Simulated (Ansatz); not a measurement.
Si: an alloy series on one sublattice

Si, P6_3/mmc, a = 3.851 Å, c = 6.365 Å. This isn't the element's structure at ambient conditions. Ansatz: PBE, PAW, 420 eV, Γ-centred 12×8×8 mesh on 8 atoms, Gaussian smearing 0.01 eV; no spin polarisation. C replaces Si on a share x of its sites in ordered cells of 8 atoms, relaxed within their symmetry; both ends keep this structure, and each row is the lowest of the orders tried at that x (1 to 2). The mixing energy is per mixed site over the two ends. A gap is open only at x = 0.00, 0.75, 1.00; the other cells are metals at this level.

```
    x mixing energy (meV/site) V (Å³/atom)
0.000                       0.0       20.440
0.125                     154.9       17.541
0.250                         ?            ?
0.500                     390.7       10.879
0.750                     616.6        8.394
1.000                       0.0        5.709
```

Fit the regular-solution form ΔH = Ω x(1 − x), and V = the straight line between the end volumes + b x(1 − x), to the other rows and predict the missing row.

With w = x(1 − x): x = 0.125, w = 0.1094, ΔH/w = 1416, excess volume -1.058; x = 0.500, w = 0.2500, ΔH/w = 1563, excess volume -2.196; x = 0.750, w = 0.1875, ΔH/w = 3289, excess volume -0.998. Least squares through zero (Σ w·y / Σ w²) gives Ω = 2100 meV and b = -7.769 Å³. ΔH/w isn't constant, so Ω is only an average. At face value a random solution would unmix below Ω/2k_B = 12000 K, above the melting point of any solid: the ends would hardly mix on this lattice, though an ordered compound of another structure can still form. The orders tried at one x differ by up to 206 meV/site, and taking the lowest tends to put Ω under a random alloy's. At x = 0.250, w = 0.1875: ΔH = 393.8 meV/site and V = 15.301 Å³/atom (computed 14.524). The run gave 179.7 meV/site, so the fit is 214.1 meV/site too high, within twice the rms miss on the fitted rows (156.3 meV/site): the form describes this series only roughly.

The computed energies at x = 0.250 and 0.750 differ by 436.9 meV/site, a skew that a form symmetric in x can't hold. Where the gap has closed, the smearing of 0.02 eV or less is narrow for a metal on this mesh.

Cost: 7 runs of about 36 core-minutes in all, on Intel Xeon Platinum 8375C (Ice Lake) (shared hosts).